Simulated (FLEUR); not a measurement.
**NaF (Villiaumite): equation of state with PBEsol**

The system is NaF (Villiaumite).

```xyz
2
Lattice="0.0000 2.3200 2.3200 2.3200 0.0000 2.3200 2.3200 2.3200 0.0000" Properties=species:S:1:pos:R:3 pbc="T T T"
Na    0.0000    0.0000    0.0000
F     2.3200    2.3200    2.3200
```

```yaml
Program: FLEUR MaX-R8.1 (later development tree)
Task: equation of state
Functional: PBEsol
Potentials_or_basis: all-electron
Basis: FLAPW
Kmax: 4.64 1/bohr
k_mesh: 10 × 10 × 10
Occupations: fermi-dirac, width 0.05 eV
Spin: no spin polarisation
Gmax: 14.4 1/bohr
Muffin-tin_radii: Na 2.11, F 1.83 bohr
lmax: Na 9, F 8
lnonsphr: Na 9, F 8
Local_orbitals_a_species: Na 5, F 3
```

```json
{"Equilibrium volume": "12.40 Å³/atom", "Bulk modulus": "49 GPa", "Pressure derivative of the bulk modulus": "4.7"}
```

Energy against volume, from the lowest point:
```tsv
volume (Å³/atom)	energy (meV/atom)
11.738	5.84
11.988	2.12
12.237	0.22
12.487	0.00
12.737	1.23
12.987	3.74
13.236	7.46
```
